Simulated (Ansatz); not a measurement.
**S: from a trial structure to a relaxed crystal**

Theory: DFT PBE, scalar-relativistic, plane waves, PAW in Ansatz. Cutoff 420 eV, Γ-centred k mesh, Gaussian smearing, no spin polarisation in the final step.

S was placed on the dhcp structure type (P6_3/mmc, No. 194), at a guessed volume.

```
S
1.0
     3.48824    0.00000    0.00000
    -1.74412    3.02090    0.00000
     0.00000    0.00000   11.25025
S
4
Direct
  0.00000 0.00000 0.00000
  0.00000 0.00000 0.50000
  0.33333 0.66667 0.75000
  0.66667 0.33333 0.25000
```

Cell and atoms relax at zero pressure; the relaxation can't lower the symmetry of the start. After a coarse first stage the cell is made exact in the group found at 0.06 Å.

Energies count from the standard state of S at the same level.

What does it relax into?

It keeps P6_3/mmc (No. 194), but not the shape of the type it started on. Conventional cell: a = 3.453 Å, c = 6.696 Å. S on Wyckoff site a (2 atoms of the primitive cell) is coordinated by 6 S at 2.60 Å; around S on Wyckoff site d (2 atoms of the primitive cell) lie 6 S at 2.60 Å.

```cif
data_structure
_symmetry_space_group_name_H-M 'P6_3/mmc'
_symmetry_Int_Tables_number 194
_cell_length_a 3.4529
_cell_length_b 3.4529
_cell_length_c 6.6960
_cell_angle_alpha 90.000
_cell_angle_beta 90.000
_cell_angle_gamma 120.000
_cell_volume 69.14
loop_
_atom_site_label
_atom_site_type_symbol
_atom_site_symmetry_multiplicity
_atom_site_Wyckoff_symbol
_atom_site_fract_x
_atom_site_fract_y
_atom_site_fract_z
_atom_site_occupancy
S1 S 2 a 0.00000 0.00000 0.00000 1
S2 S 2 d 0.33333 0.66667 0.75000 1
```

What are its volume, energy, density and gap?

The volume per atom is 17.28 Å³, the density is 3.08 g/cm³ and the energy over the standard structure is 0.75 eV/atom. The gap on the 15×15×6 mesh is 0 eV (a metal).

The final run used a 15×15×6 mesh on its 4-atom cell and 0.10 eV smearing. The k mesh leaves about 4 meV/atom of noise in metals. Symmetry constrained the relaxation, so the result can be a saddle point.